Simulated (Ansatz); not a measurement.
Crystal: BaTiO3.

```
Ba Ti O
1.0
    -0.09159    0.02278   -3.96240
     3.88088    4.13178    0.06850
     3.92317   -4.17407    0.11386
Ba Ti O
2 2 6
Direct
  0.99749 0.00015 0.00043
  0.99982 0.49875 0.50109
  0.50075 0.49906 0.99785
  0.50366 0.99877 0.49738
  0.99896 0.49878 0.99824
  0.00194 0.99976 0.50212
  0.49413 0.25153 0.25251
  0.49937 0.75231 0.74826
  0.50326 0.25086 0.74969
  0.50062 0.75003 0.25243
```

| Quantity | Value |
| --- | --- |
| Program | Ansatz 0.2.0 |
| Task | relaxation of cell and atoms |
| Functional | PBE |
| Potentials or basis | all-electron LAPW, scalar-relativistic |
| Basis error allowed | 0.002 eV/atom |
| k mesh | 6 × 4 × 4 |
| Occupations | fermi-dirac, width 0.05 eV |
| Spin | no spin polarisation |

At the start: volume 12.83 Å³/atom.

Problem. How do energy, volume and symmetry change on relaxing?

Solution. Over 7 steps the energy falls by 42.6 meV/atom and the volume is 13.38 Å³/atom (+4.3 %); space group R3m (No. 160, to 0.05 Å).

Step by step:
```
step  energy change (eV)  largest force (eV/Å)  volume (Å³)
   1              0.0000                0.2626       128.34
   2             -0.1894                0.1441       130.04
   3             -0.3415                0.3773       131.41
   4             -0.4220                0.1240       134.34
   5             -0.4226                0.1182       132.99
   6             -0.4259                0.0031       133.80
   7             -0.4259                0.0030       133.80
```

Final structure:
```yaml
crystal:
  lattice:
    - [-0.01115, 0.01058, -4.05980]
    - [4.04917, 4.04830, -0.00026]
    - [4.07111, -4.06926, 0.02134]
  atoms:
    - { symbol: Ba, position: [0.00921, 0.99997, 0.99081] }
    - { symbol: Ba, position: [0.00921, 0.49997, 0.49081] }
    - { symbol: Ti, position: [0.52351, 0.49996, 0.97654] }
    - { symbol: Ti, position: [0.52349, 0.99995, 0.47654] }
    - { symbol: O, position: [0.98200, 0.50001, 0.00734] }
    - { symbol: O, position: [0.98200, 0.00001, 0.50733] }
    - { symbol: O, position: [0.49264, 0.24472, 0.26263] }
    - { symbol: O, position: [0.49265, 0.74472, 0.76265] }
    - { symbol: O, position: [0.49265, 0.25535, 0.76268] }
    - { symbol: O, position: [0.49264, 0.75534, 0.26267] }
```
